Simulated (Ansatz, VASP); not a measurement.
# Y in VASP and in Ansatz

Contents of INCAR:

```
SYSTEM = Y
  PREC = Accurate
  ENCUT = 520
  EDIFF = 1E-6
  ISMEAR = 0
  SIGMA = 0.1
  LREAL = .FALSE.
  LASPH = .TRUE.
  NELM = 100
  ALGO = Fast
  ISIF = 2
  LWAVE = .FALSE.
  LCHARG = .FALSE.
  NBANDS = 18
```

The input KPOINTS:

```
Automatic mesh
0
G
  15 15 8
  0 0 0
```

File POSCAR:

```
Y
1.0
    3.6471539530      0.0000000000      0.0000000000
   -1.8235769765      3.1585279748      0.0000000000
    0.0000000000      0.0000000000      5.6543495940
Y
2
Direct
    0.3333333333      0.6666666667      0.2500000000
    0.6666666667      0.3333333333      0.7500000000
```

Input for Ansatz:

```yaml
crystal:
  lattice:
    - [3.647153953, 0.0, 0.0]
    - [-1.8235769765, 3.1585279748, 0.0]
    - [0.0, 0.0, 5.654349594]
  atoms:
    - { symbol: "Y", position: [0.3333333333, 0.6666666667, 0.25] }
    - { symbol: "Y", position: [0.6666666667, 0.3333333333, 0.75] }
basis:
  ecutwfc: 420
kpoints:
  mp_grid: { grid: [15, 15, 8] }
hamiltonian:
  xc: lda
scf:
  occupations: { method: gaussian, width: 0.1 }
output:
  forces: true
  stress: true
  eigenvalues: true
```

Alike in both runs: task single point; functional LDA; k mesh 15 × 15 × 8; occupations gaussian, width 0.1 eV; no spin polarisation.

```csv
,VASP,Ansatz
version,VASP 6.6.1,Ansatz 0.2.0
potentials or method,"VASP PAW LDA potentials, release 64 (Y_sv)","scalar-relativistic, plane waves, PAW"
plane-wave cutoff (eV),520,420
valence electrons in the cell,22,22
```

VASP gave:

- gap on the k mesh at the Fermi level (eV): none
- pressure (GPa): -3.5
- largest component of the traceless stress (GPa): 0.05

Task: Which values does Ansatz return?

Result: gap on the k mesh at the Fermi level (eV): none; pressure (GPa): -3.4; largest component of the traceless stress (GPa): 0.05.

A gap of «none» marks a metal or a gap that the smearing closes.
